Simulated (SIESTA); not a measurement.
HfB2:

```
Hf B
1.0
     3.14000    0.00000    0.00000
    -1.57000    2.71932    0.00000
     0.00000    0.00000    3.48000
Hf B
1 2
Direct
  0.00000 0.00000 0.00000
  0.66667 0.33333 0.50000
  0.33333 0.66667 0.50000
```

Base run:

| Item | Value |
| --- | --- |
| Program | SIESTA 5.4.2 |
| Functional | vdW-DF-C09 |
| Potentials or basis | PseudoDojo 0.4 standard (PBE files) |
| Basis | DZP (energy shift 0.003 Ry; two zetas on semicore shells) |
| Grid cutoff | 800 Ry |
| Energy shift | 0.003 Ry |
| k mesh | 10 × 10 × 8 |
| Occupations | fermi-dirac, width 0.05 eV |
| Spin | no spin polarisation |

Its results: band gap on the k mesh none (metal or under the smearing width); pressure -1.5 GPa.

Task: The run is repeated on the same cell with these changes: functional from vdW-DF-C09 to PBE; basis from DZP (energy shift 0.003 Ry; two zetas on semicore shells) to DZ (energy shift 0.003 Ry; two zetas on semicore shells). What comes out?

Result: Band gap on the k mesh none (metal or under the smearing width); pressure 3.4 GPa.

Several settings changed at once, so the effect can't be laid on one alone.

Caveats: short orbitals over semicore shells can move pressures by several GPa; the basis of atomic orbitals isn't converged, which shifts pressures, moduli and gaps; the potentials were made for another functional, which shifts forces and pressure (some runs); the basis has no polarisation orbitals (some runs); spin-orbit coupling is left out, which moves the levels of the heavy elements (some runs).
